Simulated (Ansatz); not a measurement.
α-quartz-type GeO₂ (metastable phase), treated with r²SCAN-D4 (plane waves, PAW; Ansatz, a program for electronic structure).

Numerical settings: plane-wave cutoff 560 eV, 12×12×6 k mesh (along the axes of the cell as run), Fermi–Dirac smearing 0.01 eV, scalar-relativistic PAW data made under PBE.

Cell (relaxed at this level):

```xyz
9
Lattice="2.4735 -4.2842 0.0000 2.4735 4.2842 0.0000 0.0000 0.0000 5.6559" Properties=species:S:1:pos:R:3 pbc="T T T"
Ge     1.1094     1.9216     1.8853
Ge     2.7282     0.0000     0.0000
Ge     1.1094    -1.9216     3.7706
O      1.7321     0.3743     1.3868
O      3.7568     1.3128     5.1574
O      1.9316    -2.5971     2.3838
O      3.7568    -1.3128     0.4985
O      1.7321    -0.3743     4.2690
O      1.9316     2.5971     3.2721
```

**Question.** What does this level give for the bulk modulus, band gap, smallest direct gap on the k points sampled and pressure derivative B′ of the bulk modulus?

**Answer.** 
- bulk modulus = 41.5 GPa
- band gap = 4.25 eV (indirect)
- smallest direct gap on the k points sampled = 4.30 eV
- pressure derivative B′ of the bulk modulus = 3.7

Measured, for comparison: bulk modulus 42 GPa (room temperature, not corrected to a static lattice, from measured elastic constants; as tabulated in Sevik and Bulutay (2007), arXiv:cond-mat/0610176). Computed (rounded) less measured: bulk modulus -1 %.

Note: the bulk modulus comes from volumes at which shape and atoms were relaxed.

Spin–orbit coupling is not included.
